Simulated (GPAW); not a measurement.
# MnO (Fm-3m) in GPAW: convergence with bands over the usual count

Aim: find how far bands over the usual count must go before the results for MnO settle, at PBE. This setting moves, with any that are tied to it; all else stays.

Program: GPAW 26.7.0. These are calculated values, not measurements. Logs are shortened: lines on timing, memory, paths and dates and some standing lists are left out, and cuts for length are marked. The log counts tension as positive stress, the text compression.

## Step 1: The structure

It takes space group Fm-3m (No. 225, cubic). Conventional cell: a = 4.444 Å, b = 4.444 Å, c = 4.444 Å, α = 90.00°, β = 90.00°, γ = 90.00°. Mn (site symmetry m-3m) is surrounded by 6 O at 2.22 Å. Around O (site symmetry m-3m) lie 6 Mn at 2.22 Å.

## Step 2: With bands over the usual count 0.72

Input file run.py:

```python
from ase import Atoms
from ase.dft.bandgap import bandgap
from ase.io import write
from ase.units import GPa
from gpaw import GPAW, PW

atoms = Atoms(['Mn', 'O'],
              cell=[[0.0, 2.22200033, 2.22200033],
                    [2.22200033, 0.0, 2.22200033],
                    [2.22200033, 2.22200033, 0.0]],
              scaled_positions=[[0.0, 0.0, 0.0],
                                [0.5, 0.5, 0.5]],
              pbc=True)
atoms.set_initial_magnetic_moments([4.0, 0.0])

calc = GPAW(mode=PW(800),
            xc='PBE',
            kpts={'size': (8, 8, 8), 'gamma': True},
            occupations={'name': 'fermi-dirac', 'width': 0.05},
            nbands=15,
            convergence={'density': 1e-05, 'energy': 1e-05},
            maxiter=100,
            txt='gpaw.txt')
atoms.calc = calc
energy = atoms.get_potential_energy()
forces = atoms.get_forces()
stress = atoms.get_stress()
calc.write('gs.gpw')
write('result.traj', atoms)
print(f'Energy: {energy:.6f} eV')
print('Forces (eV/A):')
print(forces.round(4))
print('Stress (GPa):', (stress / GPa).round(3))
print('Moments:', calc.get_magnetic_moments().round(3))
print('Fermi level:', round(calc.get_fermi_level(), 4), 'eV')
print(f'Gap: {bandgap(calc)[0]:.4f} eV, direct: {bandgap(calc, direct=True)[0]:.4f} eV')
```

Potentials or basis: GPAW PAW data sets (gpaw-data 1.2.1), pw.

The run is started by

```
$ OMP_NUM_THREADS=1 python run.py
```

Run time: 22 s. Hardware: 1 thread of Arm Neoverse V2, shared host; peak memory 0.16 GiB.

Results:

| Property | Result |
| --- | --- |
| Free energy | -17.1748 eV |
| Pressure | 1.1 GPa |
| Band gap on the k mesh | none (metal or under the smearing width) |
| Net moment | 4.74 μB per cell |
| Site moments | Mn +4.21; O +0.17 μB |

## Step 3: With bands over the usual count 0.8

Edit run.py of step 2 so:

```diff
@@ -19,3 +19,3 @@
             occupations={'name': 'fermi-dirac', 'width': 0.05},
-            nbands=15,
+            nbands=17,
             convergence={'density': 1e-05, 'energy': 1e-05},
```

Potentials or basis: GPAW PAW data sets (gpaw-data 1.2.1), pw.

The run is started by

```
$ OMP_NUM_THREADS=1 python run.py
```

Wall time 24 s (1 thread of Arm Neoverse V2, shared host); peak memory 0.17 GiB.

The run converged. Its results:

```yaml
Free_energy: -17.1748 eV
Pressure: 1.1 GPa
Band_gap_on_the_k_mesh: none (metal or under the smearing width)
Net_moment: 4.74 μB per cell
Site_moments: Mn +4.21; O +0.17 μB
```

## Step 4: With bands over the usual count 0.9

Edit run.py of step 3 so:

```diff
@@ -19,3 +19,3 @@
             occupations={'name': 'fermi-dirac', 'width': 0.05},
-            nbands=17,
+            nbands=19,
             convergence={'density': 1e-05, 'energy': 1e-05},
```

The run is started by

```
$ OMP_NUM_THREADS=1 python run.py
```

Wall time 27 s (1 thread of Arm Neoverse V2, shared host); peak memory 0.17 GiB.

It converged, with:

```
Free energy            : -17.1748 eV
Pressure               : 1.1 GPa
Band gap on the k mesh : none (metal or under the smearing width)
Net moment             : 4.74 μB per cell
Site moments           : Mn +4.21; O +0.17 μB
```

## Step 5: With bands over the usual count 1

Edit run.py of step 4 so:

```diff
@@ -19,3 +19,3 @@
             occupations={'name': 'fermi-dirac', 'width': 0.05},
-            nbands=19,
+            nbands=21,
             convergence={'density': 1e-05, 'energy': 1e-05},
```

The run is started by

```
$ OMP_NUM_THREADS=1 python run.py
```

It took 28 s on 1 thread of Arm Neoverse V2, shared host; peak memory 0.17 GiB.

Results (log left out):

```
Free energy            : -17.1748 eV
Pressure               : 1.1 GPa
Band gap on the k mesh : none (metal or under the smearing width)
Net moment             : 4.74 μB per cell
Site moments           : Mn +4.21; O +0.17 μB
```

## Step 6: With bands over the usual count 1.3

Edit run.py of step 5 so:

```diff
@@ -19,3 +19,3 @@
             occupations={'name': 'fermi-dirac', 'width': 0.05},
-            nbands=21,
+            nbands=27,
             convergence={'density': 1e-05, 'energy': 1e-05},
```

Potentials or basis: GPAW PAW data sets (gpaw-data 1.2.1), pw.

The run is started by

```
$ OMP_NUM_THREADS=1 python run.py
```

Run time: 36 s. Hardware: 1 thread of Arm Neoverse V2, shared host; peak memory 0.18 GiB.

It converged, with:

```yaml
Free_energy: -17.1748 eV
Pressure: 1.1 GPa
Band_gap_on_the_k_mesh: none (metal or under the smearing width)
Net_moment: 4.74 μB per cell
Site_moments: Mn +4.21; O +0.17 μB
```

## Step 7: With bands over the usual count 1.7

Edit run.py of step 6 so:

```diff
@@ -19,3 +19,3 @@
             occupations={'name': 'fermi-dirac', 'width': 0.05},
-            nbands=27,
+            nbands=36,
             convergence={'density': 1e-05, 'energy': 1e-05},
```

The run is started by

```
$ OMP_NUM_THREADS=1 python run.py
```

Run time: 48 s. Hardware: 1 thread of Arm Neoverse V2, shared host; peak memory 0.19 GiB.

It converged, with:

| Property | Result |
| --- | --- |
| Free energy | -17.1748 eV |
| Pressure | 1.1 GPa |
| Band gap on the k mesh | none (metal or under the smearing width) |
| Net moment | 4.74 μB per cell |
| Site moments | Mn +4.21; O +0.17 μB |

## Step 8: With bands over the usual count 2.5

Edit run.py of step 7 so:

```diff
@@ -19,3 +19,3 @@
             occupations={'name': 'fermi-dirac', 'width': 0.05},
-            nbands=36,
+            nbands=52,
             convergence={'density': 1e-05, 'energy': 1e-05},
```

Potentials or basis: GPAW PAW data sets (gpaw-data 1.2.1), pw.

The run is started by

```
$ OMP_NUM_THREADS=1 python run.py
```

gpaw.txt:

```text
__  _  _
 | _ |_)|_||  |
 |__||  | ||/\| - 26.7.0

Input parameters:
  mode=PW(ecut=800.0),
  convergence={'density': 1e-05, 'energy': 1e-05},
  kpts=MonkhorstPack(size=(8, 8, 8), gamma=True),
  maxiter=100,
  nbands=52,
  occupations=Occupations(name='fermi-dirac', width=0.05),
  xc=XC(name='PBE')

Diagonalizing LCAO Hamiltonian
Converting LCAO to pw mode

              O

       Mn

Atoms  # Å, Bohr magnetons
|   | symbol |        x |        y |        z |    initial magnetic moments |
|---|--------|----------|----------|----------|-----------------------------|
| 0 |     Mn | 0.000000 | 0.000000 | 0.000000 | ( 0.0000,  0.0000,  4.0000) |
| 1 |      O | 2.222000 | 2.222000 | 2.222000 | ( 0.0000,  0.0000,  0.0000) |

Unit cell  # Å
| periodic |        x |        y |        z |  lengths |    angles |
|----------|----------|----------|----------|----------|-----------|
|      yes | 0.000000 | 2.222000 | 2.222000 | 3.142383 | 60.000000 |
|      yes | 2.222000 | 0.000000 | 2.222000 | 3.142383 | 60.000000 |
|      yes | 2.222000 | 2.222000 | 0.000000 | 3.142383 | 60.000000 |

Number of symmetries: 48
Symmetry operations  # r_c * U_cc + t_c -> r_c
|    | kind |            matrix            |
|----|------|------------------------------|
|  0 |  σ   |  1, 0, 0,  1, 0,-1,  1,-1, 0 |
|  1 |  C2  |  1, 0, 0,  1,-1, 0,  1, 0,-1 |
|  2 |  E   |  1, 0, 0,  0, 1, 0,  0, 0, 1 |
|  3 |  σ   |  1, 0, 0,  0, 0, 1,  0, 1, 0 |
|  4 |  C4  |  1, 0,-1,  1, 0, 0,  1,-1, 0 |
|  5 |  S6  |  1, 0,-1,  1,-1, 0,  1, 0, 0 |
|  6 |  σ   |  1, 0,-1,  0, 1,-1,  0, 0,-1 |
|  7 |  C3  |  1, 0,-1,  0, 0,-1,  0, 1,-1 |
|  8 |  S6  |  1,-1, 0,  1, 0, 0,  1, 0,-1 |
|  9 |  C4  |  1,-1, 0,  1, 0,-1,  1, 0, 0 |
| 10 |  C3  |  1,-1, 0,  0,-1, 1,  0,-1, 0 |
| 11 |  σ   |  1,-1, 0,  0,-1, 0,  0,-1, 1 |
| 12 |  σ   |  0, 1, 0,  1, 0, 0,  0, 0, 1 |
| 13 |  C4  |  0, 1, 0,  0, 1,-1, -1, 1, 0 |
| 14 |  C3  |  0, 1, 0,  0, 0, 1,  1, 0, 0 |
| 15 |  S6  |  0, 1, 0, -1, 1, 0,  0, 1,-1 |
| 16 |  C2  |  0, 1,-1,  1, 0,-1,  0, 0,-1 |
| 17 |  σ   |  0, 1,-1,  0, 1, 0, -1, 1, 0 |
| 18 |  S4  |  0, 1,-1,  0, 0,-1,  1, 0,-1 |
| 19 |  C4  |  0, 1,-1, -1, 1, 0,  0, 1, 0 |
| 20 |  C3  |  0, 0, 1,  1, 0, 0,  0, 1, 0 |
| 21 |  σ   |  0, 0, 1,  0, 1, 0,  1, 0, 0 |
| 22 |  S6  |  0, 0, 1,  0,-1, 1, -1, 0, 1 |
| 23 |  C4  |  0, 0, 1, -1, 0, 1,  0,-1, 1 |
| 24 |  S4  |  0, 0,-1,  1, 0,-1,  0, 1,-1 |
| 25 |  C3  |  0, 0,-1,  0, 1,-1,  1, 0,-1 |
| 26 |  C2  |  0, 0,-1,  0,-1, 0, -1, 0, 0 |
| 27 |  S6  |  0, 0,-1, -1, 0, 0,  0,-1, 0 |
| 28 |  S4  |  0,-1, 1,  1,-1, 0,  0,-1, 0 |
| 29 |  C4  |  0,-1, 1,  0, 0, 1, -1, 0, 1 |
| 30 |  C2  |  0,-1, 1,  0,-1, 0,  1,-1, 0 |
| 31 |  σ   |  0,-1, 1, -1, 0, 1,  0, 0, 1 |
| 32 |  C3  |  0,-1, 0,  1,-1, 0,  0,-1, 1 |
| 33 |  S6  |  0,-1, 0,  0, 0,-1, -1, 0, 0 |
| 34 |  S4  |  0,-1, 0,  0,-1, 1,  1,-1, 0 |
| 35 |  C2  |  0,-1, 0, -1, 0, 0,  0, 0,-1 |
| 36 |  C2  | -1, 1, 0,  0, 1, 0,  0, 1,-1 |
| 37 |  S6  | -1, 1, 0,  0, 1,-1,  0, 1, 0 |
| 38 |  S4  | -1, 1, 0, -1, 0, 1, -1, 0, 0 |
| 39 |  C3  | -1, 1, 0, -1, 0, 0, -1, 0, 1 |
| 40 |  S6  | -1, 0, 1,  0, 0, 1,  0,-1, 1 |
| 41 |  C2  | -1, 0, 1,  0,-1, 1,  0, 0, 1 |
| 42 |  C3  | -1, 0, 1, -1, 1, 0, -1, 0, 0 |
| 43 |  S4  | -1, 0, 1, -1, 0, 0, -1, 1, 0 |
[... 78 lines left out ...]
    name:    Oxygen
    Z:       8.0
    valence: 6
    core:    2
    charge:  0.0  # [|e|]
    compensation charges:
      type: gauss
      rc: 0.21  # [Å]
      lmax: 2
    cutoffs:
      filter: 1.17  # [Å]
      core: 0.83  # [Å]
    projectors
    | kind |    occ | energy [eV] | rcut [Å] |
    |------|--------|-------------|----------|
    |   2s |  2.000 |     -23.961 |    0.688 |
    |   2p |  4.000 |      -9.029 |    0.598 |
    |    s |        |       3.251 |    0.688 |
    |    p |        |      18.182 |    0.598 |
    |    d |        |       0.000 |    0.619 |

    Using partial waves for O as LCAO basis

Reference energy: -33554.940374  # eV

eigensolver:
  PPCG
  Converge bands: occupied
  niter=2

density mixing:
  MSR1-Mixer
  Pratt-step length: 0.05
  Maximum mixing coefficient: 0.75
  Old densities: 10
  SVD Regularization: 0.005
  Good broyden scale: 1.0
  Trust region scale: 1.0
  Backstep threshold: 4.0
  History deletion threshold: 6.0
  Fourier metric: weight=20.0, sigma=0.015

occupation numbers:
  Fermi-Dirac:
    width: 0.0500  # eV

poisson solver:
  ecut: 6400.0  # eV

xc functional:
  name: PBE with 2 nearest neighbor stencil

convergence criteria:
- Maximum integral of absolute [dens]ity change: 1e-05 electrons / valence electron
- Maximum [total energy] change in last 3 cyles: 1e-05 eV / valence electron
- Maximum integral of absolute [eigenst]ate change: 4e-08 eV^2 / valence electron
maximum number of iterations: 100

SCF iterations
|iter     | |      energy | eigst |  dens |  magmom |
|---------|-|-------------|-------|-------|---------|
|iter:   1| |  -17.795598 | +0.36 |       |  +4.0033|
|iter:   2| |  -17.596093 | -2.40 | -0.91 |  +4.0426|
|iter:   3| |  -17.134724 | -3.15 | -0.97 |  +4.3073|
|iter:   4| |  -17.158485 | -3.98 | -1.39 |  +4.4835|
|iter:   5| |  -17.165714 | -4.55 | -1.76 |  +4.5861|
|iter:   6| |  -17.169669 | -4.81 | -2.07 |  +4.6818|
|iter:   7| |  -17.170232 | -5.47 | -2.60 |  +4.7341|
|iter:   8| |  -17.170250 | -7.08 | -3.25 |  +4.7365|
|iter:   9| |  -17.170250c| -8.19c| -3.97 |  +4.7364|
|iter:  10| |  -17.170250c| -8.20c| -4.88 |  +4.7365|
|iter:  11| |  -17.170250c| -8.89c| -5.37c|  +4.7365|

Converged in 11 steps
Energy contributions relative to reference atoms: (reference = -33554.940374)

Energy contributions:
  Kinetic:          22.904027
  Coulomb:         -19.826420
  Zero:              0.316931
  External:          0.000000
  Xc:              -20.560264
  Entropy:          -0.009049
  Spinorbit:         0.000000
  ----------------------------
  Free energy:     -17.174775
  Extrapolated:    -17.170250

dipole moment: (-9.723994, -9.723994, -9.723994)  # |e|*Ang

Total magnetic moment: (0.000000, 0.000000, 4.736487)

Local magnetic moments
|        x |        y |        z |
|----------|----------|----------|
| 0.000000 | 0.000000 | 4.214657 |  # Mn   0
| 0.000000 | 0.000000 | 0.165777 |  # O    1

Fermi level: 8.216
Eigenvalues  # (at kpt = [0.000, 0.000, 0.000])
| band index |      eig [eV] | occ [0-1] |      eig [eV] | occ [0-1] |
|------------|---------------|-----------|---------------|-----------|
|          0 |       -73.277 |     1.000 |       -68.523 |     1.000 |
|        ... |               |           |               |           |
|          3 |       -42.065 |     1.000 |       -37.412 |     1.000 |
|          4 |       -12.103 |     1.000 |       -11.668 |     1.000 |
|          5 |         4.381 |     1.000 |         4.753 |     1.000 |
|          6 |         4.381 |     1.000 |         4.753 |     1.000 |
|          7 |         4.381 |     1.000 |         4.753 |     1.000 |
|          8 |         5.036 |     1.000 |         8.971 |     0.000 |
[... 8 lines left out ...]
|         17 |        24.471 |     0.000 |        26.003 |     0.000 |
|         18 |        27.799 |     0.000 |        30.207 |     0.000 |
|        ... |               |           |               |           |
|         51 |        77.893 |     0.000 |        79.402 |     0.000 |

No gap
No difference between direct/indirect transitions

Forces  # eV/Ang
|       x |        y |        z |
|---------|----------|----------|
| 0.00000 | -0.00000 | -0.00000 |  # Mn   0
| 0.00000 |  0.00000 | -0.00000 |  # O    1

Stress tensor  # eV/Ang^3
|         x |         y |         z |
|-----------|-----------|-----------|
| -0.007059 | -0.000000 |  0.000000 |
| -0.000000 | -0.007059 |  0.000000 |
|  0.000000 |  0.000000 | -0.007059 |

# Writing to gs.gpw (mode='')
```

stdout:

```text
Energy: -17.170250 eV
Forces (eV/A):
[[ 0. -0. -0.]
 [ 0.  0. -0.]]
Stress (GPa): [-1.131 -1.131 -1.131  0.     0.    -0.   ]
Moments: [4.215 0.166]
Fermi level: 8.216 eV
Gap: 0.0000 eV, direct: 0.0000 eV
```

Run time: 72 s. Hardware: 1 thread of Arm Neoverse V2, shared host; peak memory 0.2 GiB.

What came out:

* Free energy: -17.1748 eV
* Pressure: 1.1 GPa
* Band gap on the k mesh: none (metal or under the smearing width)
* Net moment: 4.74 μB per cell
* Site moments: Mn +4.21; O +0.17 μB

## Step 9: Summary

```csv
bands over the usual count,"energy less the tightest run, at zero smearing (meV/atom)",SCF cycles,CPU time (s),peak memory (GiB)
0.72,0.00,11,22,0.16
0.8,0.00,11,24,0.17
0.9,0.00,10,27,0.17
1,0.00,10,28,0.17
1.3,0.00,10,36,0.18
1.7,0.00,10,48,0.19
2.5,0.00,11,72,0.2
```

Against the tightest run, the energy stays within 1 meV/atom from 0.72 on. The tightest run that finished is the yardstick and may itself not be fully converged.

Caveats: a cell with one magnetic atom can't hold antiferromagnetic order, which such compounds often take; semilocal functionals often make such compounds metallic where correlation or magnetic order opens a gap, which also shifts bond lengths.
